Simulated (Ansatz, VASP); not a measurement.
# Two plane-wave programs on S

Contents of INCAR:

```
ALGO     = Normal         # electronic algorithm
EDIFF    = 1E-6           # SCF threshold, eV
ENCUT    = 520            # plane-wave cutoff, eV
GGA      = PE             # functional
ISIF     = 2              # what is computed and relaxed
ISMEAR   = 0              # smearing method
LASPH    = True           # aspherical terms in the spheres
LCHARG   = False          # write CHGCAR
LREAL    = False          # projectors in reciprocal space
LWAVE    = False          # write WAVECAR
NBANDS   = 9              # bands
NELM     = 80             # most SCF steps
PREC     = Accurate       # precision mode
SIGMA    = 0.1            # smearing width, eV
```

The input KPOINTS:

```
k-points
0
Gamma
  6 6 6
```

File POSCAR:

```
S
1.0
    3.1552381111      0.0000000000      0.0000000000
    0.0000000000      3.1552381111      0.0000000000
    0.0000000000      0.0000000000      3.2328434429
S
1
Direct
    0.0000000000      0.0000000000      0.0000000000
```

Input for Ansatz:

```yaml
crystal:
  lattice:
    - [3.1552381111, 0.0, 0.0]
    - [0.0, 3.1552381111, 0.0]
    - [0.0, 0.0, 3.2328434429]
  atoms:
    - { symbol: S, position: [0.0, 0.0, 0.0] }
basis:
  ecutwfc: 420
kpoints:
  mp_grid: { grid: [6, 6, 6] }
hamiltonian:
  xc: pbe
scf:
  occupations: { method: gaussian, width: 0.1 }
  lower_state_search: "off"
output:
  forces: true
  stress: true
  eigenvalues: true
```

Alike in both runs: task single point; functional PBE; k mesh 6 × 6 × 6; occupations gaussian, width 0.1 eV; no spin polarisation.

```csv
,VASP,Ansatz
version,VASP 6.6.1,Ansatz 0.2.0
potentials or method,"VASP PAW PBE potentials, release 64 (S)","scalar-relativistic, plane waves, PAW"
plane-wave cutoff (eV),520,420
valence electrons in the cell,6,6
```

```csv
,VASP,Ansatz,Ansatz less VASP
gap on the k mesh at the Fermi level (eV),none,none,-
pressure (GPa),-11.8,-11.8,+0.03
largest component of the traceless stress (GPa),1.26,1.25,-0.010
```

A gap of «none» marks a metal or a gap that the smearing closes.
